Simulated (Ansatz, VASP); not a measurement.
**CaO: VASP beside Ansatz**

File INCAR:

```
PREC = Accurate
ENCUT = 520
EDIFF = 1E-6
ISMEAR = -1
SIGMA = 0.02
LREAL = False
LASPH = True
NELM = 60
ALGO = Normal
ISIF = 2
LWAVE = False
LCHARG = True
GGA = PE
LELF = True
LVHAR = True
NBANDS = 15
```

Contents of KPOINTS:

```
regular mesh
0
Gamma
  8 8 8
```

File POSCAR:

```
CaO
1.0
    2.7597904419      0.0000000000      0.0000000000
    0.0000000000      2.7597904419      0.0000000000
    0.0000000000      0.0000000000      2.9032089648
Ca O
1 1
Direct
    0.0000000000      0.0000000000      0.0000000000
    0.5000000000      0.5000000000      0.5000000000
```

Input for Ansatz:

```yaml
crystal:
  lattice:
    - [2.7597904419, 0.0, 0.0]
    - [0.0, 2.7597904419, 0.0]
    - [0.0, 0.0, 2.9032089648]
  atoms:
    - { symbol: Ca, position: [0.0, 0.0, 0.0] }
    - { symbol: O, position: [0.5, 0.5, 0.5] }
kpoints:
  mp_grid: { grid: [8, 8, 8] }
  band_path:
    path: [[0.0, 0.0, 0.0], [0.0, 0.5, 0.0], [0.5, 0.5, 0.0], [0.5, 0.5, 0.5]]
    npoints: 1
hamiltonian:
  xc: pbe
scf:
  occupations: { method: fermi_dirac, width: 0.02 }
  n_extra_bands: 4
output:
  forces: true
  stress: true
  eigenvalues: true
```

Change from the starting cell: biaxial_xy strain -4.9%.

Alike in both runs: task single point; functional PBE; k mesh 8 × 8 × 8; occupations fermi-dirac, width 0.02 eV; no spin polarisation.

|  | VASP | Ansatz |
| --- | --- | --- |
| version | VASP 6.6.1 | Ansatz 0.2.0 |
| potentials or method | VASP PAW PBE potentials, release 64 (Ca_sv, O) | plane waves, PAW |
| plane-wave cutoff (eV) | 520 | 420 |
| valence electrons in the cell | 16 | 16 |

|  | VASP | Ansatz | Ansatz less VASP |
| --- | --- | --- | --- |
| gap on the k mesh at the Fermi level (eV) | 2.49 | 2.51 | +0.018 |
| pressure (GPa) | 20.1 | 19.0 | -1.10 |
| largest component of the traceless stress (GPa) | 14.84 | 14.82 | -0.023 |

The functional is the same, so the differences come from potentials, cutoffs and numerics.

Caveats: so large a pressure means that the cell lies far from this level's equilibrium, or that cutoff or potentials fall short (VASP). A k mesh can miss the band edges.
